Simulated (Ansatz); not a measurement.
Runs of Ansatz 0.2.0 on TiTe2. It takes space group P-3m1 (No. 164, trigonal). The conventional cell has a = 3.777 Å, b = 3.777 Å, c = 6.498 Å, α = 90.00°, β = 90.00°, γ = 120.00°. Te (site symmetry 3m) has 3 Ti at 2.77 Å as nearest neighbours. Ti (site symmetry -3m) has 6 Te at 2.77 Å as nearest neighbours. 

| task | level | cell | k mesh | atoms under strain | gap on the mesh (eV) | pressure (GPa) | relaxed volume (Å³/atom) |
| --- | --- | --- | --- | --- | --- | --- | --- |
| elastic constants | PBEsol | as given | 6 × 6 × 3 | clamped | none | (a) | - |
| phonons | PBEsol | as given | 6 × 6 × 3 | - | none | - | - |
| relaxation of cell and atoms | PBEsol+D4 | relaxed | 8 × 8 × 4 | - | none | 0.0 | 24.49 |
| relaxation of cell and atoms | PBEsol+D3(BJ) | relaxed | 8 × 8 × 4 | - | - | 0.0 | 23.55 |

Alike in all rows: potentials or basis Ansatz PAW; no spin polarisation; cutoff (eV) 420; smearing fermi-dirac 0.05 eV.

Estimate the missing entries.

(a) -2.4.

Caveats: the PAW data sets come from PBE, with cores solved anew for the run's functional, which leaves a small shift of forces and pressure; this functional lacks dispersion, which binds the layers, so the pressure and a relaxed spacing across them are unreliable (some runs); the plane-wave basis is chosen anew once the cell has moved, so the energies of steps on either side of that aren't comparable (some runs); elastic constants of metals need much finer meshes, so these are rough (some runs); the volume moved by -12 % from the deposited cell, more than functionals usually miss (some runs).

A k mesh can miss the band edges, and the runs leave out spin-orbit coupling on Te.

A gap of «none» marks a metal or a gap under the smearing width.

Runs at the PBE level aren't shown here.
